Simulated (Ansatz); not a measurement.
## Which way does CaO + ZnSe ⇌ CaSe + ZnO run?

Plane-wave DFT in Ansatz with scalar-relativistic PAW potentials, cutoff 500 eV, Γ-centred meshes chosen by cell and gap, Gaussian smearing with energies taken to zero width. Every cell was relaxed (cell and atoms) in a run of its own, within the symmetry of its start. Functional: r2SCAN.

Total energies hold large constants for each element; a whole number of eV per atom of each element is taken off below, which cancels in a balanced reaction.

```csv
compound,lowest structure computed,structures tried,V (Å³/atom),gap on mesh (eV),"E (eV per formula unit, common shift removed)"
CaO,Fm-3m,1,13.78,4.20,-6.0943
ZnSe,F-43m,2,22.72,1.87,-1.4986
CaSe,Fm-3m,2,26.13,2.52,-4.4491
ZnO,P6_3mc,4,11.81,1.24,-2.9265
```

Work out the reaction energy at 0 K.

ΔE = E(CaSe) + E(ZnO) − E(CaO) − E(ZnSe) = 0.217 eV, or 21 kJ per mole of reaction (54 meV/atom). The left side is lower: Ca takes O and Zn takes Se. Pauling's electronegativities (Ca 1.0, Zn 1.65; O 3.44, Se 2.55) would pair Ca with O, the most ionic bond; the result follows that. All four are computed as solids; where they are solids at ordinary conditions entropy changes little. A lower structure that wasn't tried would shift the value, and mixed crystals may lie lower than either side.